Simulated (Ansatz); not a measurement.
# CdI2: levels along high-symmetry lines

```xyz
3
Lattice="4.2440 0.0000 0.0000 -2.1220 3.6754 0.0000 0.0000 0.0000 6.8590" Properties=species:S:1:pos:R:3 pbc="T T T"
Cd    0.0000    0.0000    0.0000
I     0.0000    2.4503    1.7093
I     2.1220    1.2251    5.1497
```

Atom numbers follow the list: Cd1, I2, I3.

The cell is COD entry 1539851, as deposited and not checked against the literature; nothing was relaxed. It differs from other determinations.

No spin–orbit coupling, which matters for the heavy atoms here.

Computed with Ansatz 0.2.0, DFT, PBE, all-electron LAPW, scalar-relativistic.

Numerical set-up: a Γ-centred 8×8×5 k mesh, Fermi–Dirac smearing of 0.03 eV, basis error target 0.5 meV/atom, no spin polarisation.

Points in fractions of the reciprocal vectors of this cell: Γ (0, 0, 0), M (0.5, 0, 0), K (0.333, 0.333, 0), A (0, 0, 0.5), L (0.5, 0, 0.5), H (0.333, 0.333, 0.5). The path joins them by straight lines in the order Γ–M–K–Γ–A–L–H–A–L; legs that retrace an earlier one aren't tabulated. Energies are in eV from the top of the valence band.

Metal or insulator at this level of theory?

An insulator or semiconductor: gap 2.38 eV.

Tabulate bands 32 to 38, counted from the lowest band of the run, along the path.


| k (1/Å) | point | band 32 | band 33 | band 34 | band 35 | band 36 | band 37 | band 38 |
| --- | --- | --- | --- | --- | --- | --- | --- | --- |
| 0.00 | Γ | -0.32 | -0.17 | -0.17 | -0.15 | 2.48 | 4.45 | 6.34 |
| 0.12 |  | -0.46 | -0.32 | -0.10 | -0.10 | 2.72 | 4.67 | 6.08 |
| 0.24 |  | -0.71 | -0.69 | -0.11 | -0.05 | 3.17 | 5.07 | 5.78 |
| 0.37 |  | -1.20 | -0.95 | -0.16 | -0.04 | 3.38 | 5.10 | 6.15 |
| 0.49 |  | -1.66 | -1.18 | -0.26 | -0.07 | 3.21 | 5.13 | 6.40 |
| 0.61 |  | -1.97 | -1.37 | -0.43 | -0.10 | 2.93 | 5.11 | 6.20 |
| 0.73 |  | -2.03 | -1.50 | -0.62 | -0.13 | 2.73 | 5.03 | 6.01 |
| 0.85 | M | -2.00 | -1.54 | -0.71 | -0.14 | 2.67 | 5.00 | 5.94 |
| 0.93 |  | -1.99 | -1.58 | -0.72 | -0.20 | 2.69 | 5.10 | 5.94 |
| 1.00 |  | -1.95 | -1.69 | -0.74 | -0.38 | 2.74 | 5.37 | 5.99 |
| 1.07 |  | -1.90 | -1.83 | -0.77 | -0.63 | 2.77 | 5.77 | 6.15 |
| 1.14 |  | -1.97 | -1.83 | -0.89 | -0.83 | 2.77 | 6.22 | 6.44 |
| 1.21 |  | -2.09 | -1.81 | -1.10 | -0.90 | 2.74 | 6.65 | 6.82 |
| 1.28 |  | -2.16 | -1.87 | -1.17 | -0.99 | 2.71 | 6.94 | 7.02 |
| 1.35 | K | -2.19 | -1.95 | -1.10 | -1.10 | 2.69 | 7.03 | 7.03 |
| 1.49 |  | -2.16 | -1.67 | -1.28 | -0.81 | 2.77 | 6.87 | 6.92 |
| 1.63 |  | -2.21 | -1.28 | -1.21 | -0.50 | 2.97 | 6.50 | 6.70 |
| 1.77 |  | -2.21 | -0.91 | -0.91 | -0.24 | 3.25 | 6.01 | 6.46 |
| 1.91 |  | -1.76 | -0.61 | -0.57 | -0.10 | 3.45 | 5.58 | 5.98 |
| 2.05 |  | -1.16 | -0.39 | -0.30 | -0.06 | 3.30 | 5.35 | 5.56 |
| 2.19 |  | -0.59 | -0.26 | -0.16 | -0.08 | 2.79 | 4.73 | 6.01 |
| 2.34 | Γ | -0.32 | -0.17 | -0.17 | -0.15 | 2.48 | 4.45 | 6.34 |
| 2.40 |  | -0.33 | -0.22 | -0.16 | -0.16 | 2.55 | 4.46 | 6.33 |
| 2.47 |  | -0.36 | -0.36 | -0.13 | -0.13 | 2.73 | 4.47 | 6.30 |
| 2.53 |  | -0.39 | -0.39 | -0.10 | -0.10 | 2.96 | 4.48 | 6.25 |
| 2.60 |  | -0.41 | -0.41 | -0.07 | -0.07 | 3.20 | 4.49 | 6.21 |
| 2.66 |  | -0.43 | -0.43 | -0.04 | -0.04 | 3.41 | 4.50 | 6.17 |
| 2.73 |  | -0.44 | -0.44 | -0.03 | -0.03 | 3.56 | 4.50 | 6.14 |
| 2.79 | A | -0.45 | -0.45 | -0.02 | -0.02 | 3.61 | 4.50 | 6.13 |
| 2.92 |  | -0.58 | -0.49 | -0.20 | -0.05 | 3.62 | 4.72 | 6.11 |
| 3.04 |  | -0.90 | -0.62 | -0.58 | -0.13 | 3.54 | 5.18 | 6.26 |
| 3.16 |  | -1.11 | -0.85 | -0.81 | -0.22 | 3.28 | 5.48 | 6.48 |
| 3.28 |  | -1.17 | -1.01 | -0.85 | -0.31 | 2.95 | 5.40 | 6.45 |
| 3.40 |  | -1.22 | -1.18 | -0.69 | -0.39 | 2.65 | 5.18 | 6.19 |
| 3.53 |  | -1.30 | -1.23 | -0.56 | -0.44 | 2.45 | 5.00 | 5.93 |
| 3.65 | L | -1.34 | -1.23 | -0.50 | -0.46 | 2.38 | 4.94 | 5.83 |
| 3.72 |  | -1.43 | -1.27 | -0.47 | -0.46 | 2.44 | 4.98 | 5.88 |
| 3.79 |  | -1.65 | -1.39 | -0.45 | -0.39 | 2.61 | 5.10 | 6.05 |
| 3.86 |  | -1.93 | -1.58 | -0.43 | -0.33 | 2.85 | 5.25 | 6.29 |
| 3.93 |  | -2.20 | -1.80 | -0.40 | -0.28 | 3.09 | 5.37 | 5.99 |
| 4.00 |  | -2.44 | -2.02 | -0.35 | -0.26 | 3.30 | 5.47 | 5.74 |
| 4.07 |  | -2.61 | -2.21 | -0.31 | -0.26 | 3.43 | 5.53 | 5.58 |
| 4.14 | H | -2.67 | -2.30 | -0.28 | -0.28 | 3.47 | 5.54 | 5.54 |
| 4.28 |  | -2.51 | -2.06 | -0.36 | -0.27 | 3.38 | 5.49 | 5.73 |
| 4.42 |  | -2.13 | -1.68 | -0.46 | -0.37 | 3.26 | 5.54 | 6.10 |
| 4.56 |  | -1.69 | -1.33 | -0.54 | -0.51 | 3.25 | 5.72 | 6.43 |
| 4.71 |  | -1.30 | -1.13 | -0.61 | -0.41 | 3.35 | 5.74 | 6.52 |
| 4.85 |  | -0.94 | -0.90 | -0.50 | -0.22 | 3.53 | 5.34 | 6.28 |
| 4.99 |  | -0.61 | -0.53 | -0.24 | -0.07 | 3.62 | 4.79 | 6.11 |
| 5.13 | A | -0.45 | -0.45 | -0.02 | -0.02 | 3.61 | 4.50 | 6.13 |

Kohn–Sham gaps of semilocal functionals usually fall short of measured ones.
